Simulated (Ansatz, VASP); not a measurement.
## Ni: VASP beside Ansatz

```xyz
1
Lattice="0.0000 1.7441 1.7441 1.7441 0.0000 1.7441 1.7441 1.7441 0.0000" Properties=species:S:1:pos:R:3 pbc="T T T"
Ni    0.0000    0.0000    0.0000
```

Change from the starting cell: volume scaled by 0.96.

Alike in both runs: task single point; functional PBE; k mesh 18 × 18 × 18; occupations fermi-dirac, width 0.05 eV; collinear spin.

|  | VASP | Ansatz |
| --- | --- | --- |
| version | VASP 6.6.1 | Ansatz 0.2.0 |
| potentials or method | VASP PAW PBE potentials, release 64 (Ni), cutoff 520 eV | all-electron LAPW, scalar-relativistic |

|  | VASP | Ansatz | Ansatz less VASP |
| --- | --- | --- | --- |
| pressure (GPa) | 5.3 | 5.4 | +0.09 |
| net moment per atom (μB) | 0.61 | 0.62 | +0.006 |
| size of the moment on the site where the two differ most (μB) | 0.62 | 0.64 | +0.021 |

Site moments also hang on the region over which each program counts them. Ansatz ran all-electron here, so the differences hold the error of VASP's frozen core and of both bases.
